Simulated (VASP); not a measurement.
# CoO (P3m1) in VASP: a series of runs

Runs on CoO. Level: PBE. Tasks: single point.

Everything below comes from runs of VASP 6.6.1. Logs are shortened: lines on timing, memory, paths and dates and some standing lists are left out, and cuts for length are marked.

## 1. The structure

Symmetry: P6_3mc, No. 186, hexagonal system. Conventional cell: a = 3.198 Å, b = 3.198 Å, c = 5.229 Å, α = 90.00°, β = 90.00°, γ = 120.00°. Around Co (site symmetry 3m) lie 4 O at 1.93 to 1.97 Å. O (site symmetry 3m) has 4 Co at 1.93 to 1.97 Å as nearest neighbours.

Measurements of this composition are mostly on another form, of space group No. 225.

## 2. Single point, PBE, collinear spin, ferromagnetic start

Input file INCAR:

```
ADDGRID = F ; ALGO = Normal
EDIFF = 1E-6 ; ENCUT = 450
GGA = PE ; ISIF = 2
ISMEAR = 0 ; ISPIN = 2
LASPH = T ; LCHARG = F
LMAXMIX = 4 ; LORBIT = 11
LREAL = F ; LWAVE = F
MAGMOM = 2 2 0 0 ; NELM = 100
PREC = Accurate ; SIGMA = 0.5
```

Input file KPOINTS:

```
k-points
0
Gamma
  4 4 2
```

Input file POSCAR:

```
CoO
1.0
    3.1976457435      0.0000000000      0.0000000000
   -1.5988228718      2.7692424462      0.0000000000
    0.0000000000      0.0000000000      5.2287097100
Co O
2 2
Direct
    0.3333333333      0.6666666667      0.5033624100
    0.0000000000      0.0000000000      0.0034741400
    0.3333333333      0.6666666667      0.8715556000
    0.0000000000      0.0000000000      0.3716088500
```

Potentials or basis: VASP PAW PBE potentials, release 64 (Co, O).

Started as:

```console
> cat potpaw_PBE.64/Co/POTCAR potpaw_PBE.64/O/POTCAR > POTCAR
> mpirun -np 1 vasp_std > vasp.out
```

OUTCAR:

```text
EDIFF = 1E-6
   ENCUT = 450
   GGA = PE
   ISIF = 2
   ISMEAR = 0
   ISPIN = 2
   LASPH = T
   LORBIT = 11
   LREAL = F
   NELM = 100
   PREC = Accurate

 Found      8 irreducible k-points:

 Following reciprocal coordinates:
            Coordinates               Weight
  0.000000  0.000000  0.000000      1.000000
  0.250000  0.000000  0.000000      6.000000
  0.500000  0.000000  0.000000      3.000000
  0.250000  0.250000  0.000000      6.000000
  0.000000  0.000000  0.500000      1.000000
  0.250000  0.000000  0.500000      6.000000
   k-points           NKPTS =      8   k-points in BZ     NKDIM =      8   number of bands    NBANDS=     21
   number of dos      NEDOS =    301   number of ions     NIONS =      4
   total plane-waves  NPLWV =  20736
   dimension x,y,z NGX =    24 NGY =   24 NGZ =   36
   dimension x,y,z NGXF=    48 NGYF=   48 NGZF=   72
   ions per type =               2   2
   NGX,Y,Z   is equivalent  to a cutoff of  12.48, 12.48, 11.45 a.u.
   NGXF,Y,Z  is equivalent  to a cutoff of  24.96, 24.96, 22.89 a.u.
 SYSTEM =  unknown system
   PREC   = accura    normal or accurate (medium, high low for compatibility)
   ISTART =      0    job   : 0-new  1-cont  2-samecut
   ICHARG =      2    charge: 1-file 2-atom 10-const
   ISPIN  =      2    spin polarized calculation?
   LNONCOLLINEAR =      F non collinear calculations
   LSORBIT =      F    spin-orbit coupling
   LASPH  =      T    aspherical Exc in radial PAW
   ENCUT  =  450.0 eV  33.07 Ry    5.75 a.u.   5.53  5.53  9.04*2*pi/ulx,y,z
   NELM   =    100;   NELMIN=  2; NELMDL= -5     # of ELM steps
   EDIFF  = 0.1E-05   stopping-criterion for ELM
   LREAL  =      F    real-space projection
   EDIFFG = 0.1E-04   stopping-criterion for IOM
   NSW    =      0    number of steps for IOM
   IBRION =     -1    ionic relax: 0-MD 1-quasi-New 2-CG
   NFREE  =      0    steps in history (QN), initial steepest desc. (CG)
   ISIF   =      2    stress and relaxation
   ISYM   =      2    0-nonsym 1-usesym 2-fastsym
   POTIM  = 0.5000    time-step for ionic-motion
   TEBEG  =    0.0;   TEEND  =   0.0 temperature during run
   PSTRESS=    0.0 pullay stress
   NELECT =      30.0000    total number of electrons
   NUPDOWN=      -1.0000    fix difference up-down
   EMIN   =  10.00;   EMAX   =-10.00  energy-range for DOS
   EFERMI =   0.00;   METHOD = LEGACY
   ISMEAR =     0;   SIGMA  =   0.50  broadening in eV -4-tet -1-fermi 0-gaus
   EFERMI_NEDOS =   21; number of points for ismear=-14 and -15
   IALGO  =     38    algorithm
   IMIX   =      4    mixing-type and parameters
     AMIX     =   0.40;   BMIX     =  1.00
     AMIX_MAG =   1.60;   BMIX_MAG =  1.00
  volume/ion in A,a.u.               =      11.58        78.11
  Fermi-wavevector in a.u.,A,eV,Ry     =   1.416620  2.677023 27.304329  2.006812
  Thomas-Fermi vector in A             =   2.537935
   LORBIT       =     11    0 simple, 1 ext, 2 COOP (PROOUT), +10 PAW based schemes
   GGA     = PE    functional components
   LHFCALC =     F    Hartree Fock is set to
   AEXX    =    0.0000 exact exchange contribution
   IVDW    =     0    specifies the selected vdW correction
   LEPSILON=     F    determine dielectric tensor
   LRPA    =     F    only Hartree local field effects (RPA)
 spin polarized calculation
 Gauss-broadening in eV      SIGMA  =   0.50
  energy-cutoff  :      450.00
  volume of cell :       46.30
 maximum number of plane-waves:      1038
 NGX is ok and might be reduce to    24
   NGX = 11   NGY = 11   NGZ = 19

 number of electron      30.0000009 magnetization       5.5366349

 Free energy of the ion-electron system (eV)
  ---------------------------------------------------
  ext. energy  EPLUGINS =         0.00000000
  ---------------------------------------------------
  free energy    TOTEN  =       -26.84897941 eV

  energy without entropy =      -26.32480706  energy(sigma->0) =      -26.58689324

 E-fermi :   6.0097     XC(G=0): -11.1406

 val. band max:        5.9913533074   @ k =   0.2500   0.2500   0.0000
 cond. band min:       6.0160336331   @ k =   0.5000   0.0000   0.0000
 fundamental gap:      0.0246803257
 Fermi energy:         6.0096913838

 spin component 1

 k-point     1 :       0.0000    0.0000    0.0000
  band No.  band energies     occupation
      1     -14.0233      1.00000
      2     -13.3963      1.00000
      3      -1.0311      1.00000
      4      -0.2429      1.00000
      5      -0.0528      1.00000
      6      -0.0528      1.00000
[... 13 lines left out ...]
     20      11.4058      0.00000
     21      13.0211      0.00000

 k-point     2 :       0.2500    0.0000    0.0000
  band No.  band energies     occupation
      1     -13.7485      1.00000
      2     -13.2888      1.00000
      3      -0.7126      1.00000
      4      -0.4378      1.00000
      5      -0.1212      1.00000
      6       0.0919      1.00000
[... 13 lines left out ...]
     20      13.0178      0.00000
     21      13.5067      0.00000

 k-point     3 :       0.5000    0.0000    0.0000
  band No.  band energies     occupation
      1     -13.4152      1.00000
      2     -13.2249      1.00000
      3      -0.8153      1.00000
      4      -0.7112      1.00000
      5       0.0929      1.00000
      6       0.2030      1.00000
[... 13 lines left out ...]
     20      11.9986      0.00000
     21      13.1413      0.00000

 k-point     4 :       0.2500    0.2500    0.0000
  band No.  band energies     occupation
      1     -13.4223      1.00000
      2     -13.2229      1.00000
      3      -0.5917      1.00000
      4      -0.4165      1.00000
      5       0.0845      1.00000
      6       0.1172      1.00000
[... 13 lines left out ...]
     20      13.1095      0.00000
     21      14.1833      0.00000

 k-point     5 :       0.0000    0.0000    0.5000
  band No.  band energies     occupation
      1     -13.7154      1.00000
      2     -13.7124      1.00000
      3      -0.8523      1.00000
      4      -0.8510      1.00000
      5       0.0917      1.00000
      6       0.0917      1.00000
[... 13 lines left out ...]
     20       8.6336      0.00000
     21      15.9760      0.00000

 k-point     6 :       0.2500    0.0000    0.5000
  band No.  band energies     occupation
      1     -13.5170      1.00000
      2     -13.5140      1.00000
      3      -0.9366      1.00000
      4      -0.9359      1.00000
      5       0.0893      1.00000
      6       0.0909      1.00000
[... 13 lines left out ...]
     20       9.9477      0.00000
     21      15.6647      0.00000

 [... further k-points ...]

 spin component 2

 k-point     1 :       0.0000    0.0000    0.0000
  band No.  band energies     occupation
      1     -13.5194      1.00000
      2     -12.8611      1.00000
      3      -0.5530      1.00000
      4       0.9616      1.00000
      5       1.1074      1.00000
      6       1.1074      1.00000
[... 13 lines left out ...]
     20      11.9398      0.00000
     21      13.7742      0.00000

 k-point     2 :       0.2500    0.0000    0.0000
  band No.  band energies     occupation
      1     -13.2323      1.00000
      2     -12.7477      1.00000
      3      -0.0528      1.00000
      4       0.2539      1.00000
      5       0.6868      1.00000
      6       1.1254      1.00000
[... 13 lines left out ...]
     20      13.8437      0.00000
     21      14.1247      0.00000

 k-point     3 :       0.5000    0.0000    0.0000
  band No.  band energies     occupation
      1     -12.8807      1.00000
      2     -12.6808      1.00000
      3      -0.2890      1.00000
      4      -0.0657      1.00000
      5       0.7150      1.00000
      6       1.2199      1.00000
[... 13 lines left out ...]
     20      12.6661      0.00000
     21      14.0499      0.00000

 k-point     4 :       0.2500    0.2500    0.0000
  band No.  band energies     occupation
      1     -12.8888      1.00000
      2     -12.6779      1.00000
      3       0.0076      1.00000
      4       0.2856      1.00000
      5       0.7836      1.00000
      6       0.9070      1.00000
[... 13 lines left out ...]
     20      13.9756      0.00000
     21      14.9325      0.00000

 k-point     5 :       0.0000    0.0000    0.5000
  band No.  band energies     occupation
      1     -13.1980      1.00000
      2     -13.1947      1.00000
      3      -0.0229      1.00000
      4      -0.0213      1.00000
      5       1.1858      1.00000
      6       1.1858      1.00000
[... 13 lines left out ...]
     20       9.3326      0.00000
     21      16.5243      0.00000

 k-point     6 :       0.2500    0.0000    0.5000
  band No.  band energies     occupation
      1     -12.9897      1.00000
      2     -12.9864      1.00000
      3      -0.2129      1.00000
      4      -0.2122      1.00000
      5       1.0607      1.00000
      6       1.0621      1.00000
[... 13 lines left out ...]
     20      10.6178      0.00000
     21      16.3728      0.00000

 [... further k-points ...]

------------------------ aborting loop because EDIFF is reached ----------------------------------------

  FORCE on cell =-STRESS in cart. coord.  units (eV):
  Direction    XX          YY          ZZ          XY          YZ          ZX
  --------------------------------------------------------------------------------------
  -------------------------------------------------------------------------------------
  Total       -0.8042500     -0.8042500      0.3087947      0.0000000     -0.0000000      0.0000000
  in kB      -27.8301651    -27.8301651     10.6854922      0.0000000     -0.0000000      0.0000000
  external PRESSURE =     -14.9916126 kB  Pullay stress =       0.0000000 kB

 VOLUME and BASIS-vectors are now :
 -----------------------------------------------------------------------------
  energy-cutoff  :      450.00
  volume of cell :       46.30
      direct lattice vectors                 reciprocal lattice vectors
     3.197645743  0.000000000  0.000000000     0.312730077  0.180554794  0.000000000
    -1.598822872  2.769242446  0.000000000     0.000000000  0.361109588  0.000000000
     0.000000000  0.000000000  5.228709710     0.000000000  0.000000000  0.191251773

 POSITION                                       TOTAL-FORCE (eV/Angst)
 -----------------------------------------------------------------------------------
     -0.00000      1.84616      2.63194         0.000000     -0.000000     -0.274854
      0.00000      0.00000      0.01817         0.000000     -0.000000     -0.280216
     -0.00000      1.84616      4.55711        -0.000000      0.000000      0.277482
      0.00000      0.00000      1.94303        -0.000000     -0.000000      0.277588
 -----------------------------------------------------------------------------------
    total drift:                               -0.000000     -0.000001     -0.001937

  FREE ENERGIE OF THE ION-ELECTRON SYSTEM (eV)
  ---------------------------------------------------
  free  energy   TOTEN  =       -26.8489794122 eV

  energy  without entropy=      -26.3248070593  energy(sigma->0) =      -26.58689324

 total charge

# of ion       s       p       d       tot
------------------------------------------
    1        0.346   0.437   7.188   7.971
    2        0.346   0.437   7.188   7.971
    3        1.562   3.439   0.000   5.002
    4        1.562   3.440   0.000   5.002
--------------------------------------------------
tot          3.817   7.752  14.377  25.946

 magnetization (x)

# of ion       s       p       d       tot
------------------------------------------
    1        0.016   0.050   2.326   2.391
    2        0.016   0.050   2.326   2.392
    3        0.020   0.265   0.000   0.285
    4        0.020   0.265   0.000   0.285
--------------------------------------------------
tot          0.072   0.630   4.652   5.353
```

It took 30 s on 1 thread of Intel Xeon Platinum 8375C at 2.90GHz (Ice Lake), shared host; peak memory 0.17 GiB.

The run converged, but some of its settings lie outside the range that counts as converged, so its numbers aren't taken as properties of the crystal.

Results:

| Quantity | Value |
| --- | --- |
| Free energy | -26.8490 eV |
| Largest force | 0.280 eV/Å |
| Band gap on the k mesh | none (metal or under the smearing width) |
| Net moment | 5.54 μB per cell |
| Site moments | Co +2.39; O +0.28 μB |
| Valence electrons inside the program's atomic spheres | Co 7.97; O 5.00 |

Caveat: the k mesh is coarse (spacing up to 0.60 Å⁻¹), so the values aren't converged; the cutoff is under 1.25 times the usual one of these potentials, so pressure, stress and relaxed cells hold a basis-set (Pulay) error; semilocal functionals often make such compounds metallic where correlation or magnetic order opens a gap, which also shifts bond lengths.

## 3. Single point, PBE, collinear spin, ferromagnetic start

Changes to INCAR since step 2:

```diff
@@ -8,2 +8,2 @@
 MAGMOM = 2 2 0 0 ; NELM = 100
-PREC = Accurate ; SIGMA = 0.5
+PREC = Accurate ; SIGMA = 0.2
```

KPOINTS is that of step 2.

POSCAR is that of step 2.

Potentials or basis: VASP PAW PBE potentials, release 64 (Co, O).

Started as:

```console
> cat potpaw_PBE.64/Co/POTCAR potpaw_PBE.64/O/POTCAR > POTCAR
> mpirun -np 1 vasp_std > vasp.out
```

It took 40 s on 1 thread of Intel Xeon Platinum 8375C at 2.90GHz (Ice Lake), shared host; peak memory 0.16 GiB.

The run converged, but some of its settings lie outside the range that counts as converged, so its numbers aren't taken as properties of the crystal.

Results:

- Free energy: -26.6258 eV
- Largest force: 0.255 eV/Å
- Band gap on the k mesh: none (metal or under the smearing width)
- Net moment: 5.75 μB per cell
- Site moments: Co +2.46; O +0.30 μB
- Valence electrons inside the program's atomic spheres: Co 7.97; O 5.01

Caveat: the k mesh is coarse (spacing up to 0.60 Å⁻¹), so the values aren't converged; the cutoff is under 1.25 times the usual one of these potentials, so pressure, stress and relaxed cells hold a basis-set (Pulay) error; semilocal functionals often make such compounds metallic where correlation or magnetic order opens a gap, which also shifts bond lengths.

[end of part 1 of 3]
